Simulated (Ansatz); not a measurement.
Crystal: MnS.

```xyz
2
Lattice="0.0000 2.4735 2.4735 2.4735 0.0000 2.4735 2.4735 2.4735 0.0000" Properties=species:S:1:pos:R:3 pbc="T T T"
Mn    0.0000    0.0000    0.0000
S     3.7102    3.7102    3.7102
```

The cell is a database's computed one.

| Quantity | Value |
| --- | --- |
| Program | Ansatz 0.2.0 |
| Task | relaxation of cell and atoms |
| Functional | PBEsol |
| Potentials or basis | Ansatz PAW |
| Cutoff | 420 eV (not typed: the program's choice for these potentials) |
| k mesh | 9 × 9 × 9 |
| Occupations | fermi-dirac, width 0.05 eV |
| Spin | collinear spin, ferromagnetic start |
| Starting moments | [4.0, 0.0] μB |

At the start: volume 15.13 Å³/atom.

Problem. How do energy, volume and symmetry change on relaxing?

Solution. It ends after 4 steps and the volume is 14.82 Å³/atom (-2.1 %); space group F-43m (No. 216, to 0.05 Å); moment 0.21 μB per cell.

Step by step:
```tsv
step	energy change (eV)	largest force (eV/Å)	volume (Å³)
1	0.0000	0.0000	30.27
2	-0.0053	0.0000	29.86
3	-0.0061	0.0000	29.63
4	-0.0060	0.0000	29.63
```

Final structure:
```
Mn S
1.0
     0.00000    2.45608    2.45608
     2.45608    0.00000    2.45608
     2.45608    2.45608    0.00000
Mn S
1 1
Direct
  0.00000 0.00000 0.00000
  0.75000 0.75000 0.75000
```

Caveat: the plane-wave basis is chosen anew once the cell has moved, so the energies of steps on either side of that aren't comparable; the moment fell far below its start of 4 μB, so a state of higher moment may lie lower in energy; the PAW data sets come from PBE, with cores solved anew for the run's functional, which leaves a small shift of forces and pressure; the starting moments weren't kept.
